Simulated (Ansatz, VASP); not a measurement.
# Al2Au: VASP beside Ansatz

```
Al Au
1.0
     0.00000    3.05073    3.05073
     3.05073    0.00000    3.05073
     3.05073    3.05073    0.00000
Al Au
2 1
Cartesian
  3.0507 3.0507 3.0507
  1.5254 1.5254 1.5254
  0.0000 0.0000 0.0000
```

Alike in both runs: functional PBE; k mesh 6 × 6 × 6; occupations gaussian, width 0.1 eV; no spin polarisation.

Ansatz relaxed the structure, and its values are those at the end. VASP's run is a single point on that final structure, the one shown.

```csv
,VASP,Ansatz
version,VASP 6.6.1,Ansatz 0.2.0
potentials or method,"VASP PAW PBE potentials, release 64 (Al, Au)","scalar-relativistic, plane waves, PAW"
plane-wave cutoff (eV),520,420
valence electrons in the cell,17,25
```

Ansatz gave:

- gap on the k mesh at the Fermi level (eV): none
- pressure (GPa): 0.0

Task: Which values does VASP return?

Result: gap on the k mesh at the Fermi level (eV): none; pressure (GPa): -0.1.

A gap of «none» marks a metal or a gap that the smearing closes. The functional is the same, so the differences come from potentials, cutoffs and numerics. The two sets of potentials don't hold the same shells in valence.

Spin-orbit coupling is left out, which matters for the levels of Au.
